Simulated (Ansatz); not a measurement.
## B (bcc): energy against volume

These are results of Ansatz, DFT, PBE, plane waves (420 eV) with PAW, scalar-relativistic, not measurements.

The cell is scaled uniformly from the relaxed one, with fractional coordinates and shape fixed. Energies are extrapolated to zero smearing, pressures are those at the given smearing. Magnetic state: spin not included.

A Birch-Murnaghan fit gives V₀ = 6.14 Å³/atom, B₀ = 225 GPa, B₀′ = 4.6.

**Question.** What are the energy above the minimum and the pressure at 5.409 Å³/atom?

**Answer.** 77.0 meV/atom and 37.77 GPa as computed.

**Question.** What are the energy above the minimum and the pressure at 5.655 Å³/atom?

**Answer.** 31.3 meV/atom and 22.53 GPa as computed.

**Question.** What are the energy above the minimum and the pressure at 6.638 Å³/atom?

**Answer.** 24.9 meV/atom and -14.44 GPa as computed.
